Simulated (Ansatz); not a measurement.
# The equilibrium volume of Li, sorted by core time

```
Li
1.0
    -1.75465    1.75465    1.75465
     1.75465   -1.75465    1.75465
     1.75465    1.75465   -1.75465
Li
1
Direct
  0.00000 0.00000 0.00000
```

```csv
rung,level,program and potentials,cutoff (eV),k mesh,smearing,task,core time,chip,equilibrium volume (Å³/atom),notes
GGA + dispersion,BLYP+D4,"Ansatz, Ansatz PAW",420,11 × 11 × 11,fermi-dirac 0.05,relaxation of cell and atoms,1.2 s,AMD EPYC 9B45 Zen 5,19.60,"potentials made for PBE, which Ansatz adapts in part"
GGA,RPBE,"Ansatz, Ansatz PAW",420,11 × 11 × 11,fermi-dirac 0.05,relaxation of cell and atoms,2.1 s,Arm Neoverse V1,21.04,"potentials made for PBE, which Ansatz adapts in part"
GGA,PBE,"Ansatz, Ansatz PAW",420,9 × 9 × 9,gaussian 0.1,relaxation of cell and atoms,2.4 s,Arm Neoverse V1,20.19,-
GGA,PBEsol,"Ansatz, Ansatz PAW",420,11 × 11 × 11,fermi-dirac 0.05,relaxation of cell and atoms,2.6 s,Intel Xeon,20.16,"potentials made for PBE, which Ansatz adapts in part"
GGA + dispersion,revPBE+D4,"Ansatz, Ansatz PAW",420,11 × 11 × 11,fermi-dirac 0.05,relaxation of cell and atoms,3.7 s,Intel Xeon,20.72,"potentials made for PBE, which Ansatz adapts in part"
GGA + dispersion,PBEsol+D4,"Ansatz, Ansatz PAW",420,11 × 11 × 11,fermi-dirac 0.05,relaxation of cell and atoms,4.4 s,Intel Xeon,20.08,"potentials made for PBE, which Ansatz adapts in part"
hybrid,HSE06,"Ansatz, Ansatz PAW",420,6 × 6 × 6,fermi-dirac 0.05,relaxation of cell and atoms,22 s,Intel Xeon,20.98,"coarse mesh; potentials made for PBE, which Ansatz adapts in part"
hybrid,B3LYP,"Ansatz, Ansatz PAW",420,6 × 6 × 6,fermi-dirac 0.05,relaxation of cell and atoms,30 s,Intel Xeon,20.47,"coarse mesh; potentials made for PBE, which Ansatz adapts in part"
hybrid,HISS,"Ansatz, Ansatz PAW",420,6 × 6 × 6,fermi-dirac 0.05,equation of state,43 s,AMD EPYC 7B13 Zen 3,21.63,"coarse mesh; potentials made for PBE, which Ansatz adapts in part"
```

Times are single runs on shared hosts and different chips, so they are rough; meshes, cutoffs and the tasks' sizes weigh on the time. All rows: no spin polarisation. Smearing widths are in eV. For a metal such meshes aren't converged. Meshes differ between rows, which moves values too. Meshes are those of the run's cell of 1 atom unless a note names another. Relaxations start from the cell shown or near it and stop with a little pressure left. Misses use the values as printed. Runs on faulty files, with rough fits or with known faults for this quantity aren't shown. No row holds spin-orbit coupling.

Measured: 21.61 Å³/atom at 293 K (COD entry, Crystal Structures 1 7 1963).

Q: Which of the timed runs without a coarse mesh or an atomic basis is the cheapest that comes within 1.5 % of the measured equilibrium volume?

A: None of them does; the nearest misses by -2.6 %. The runs are for a static lattice, while measurements hold temperature and zero-point motion.
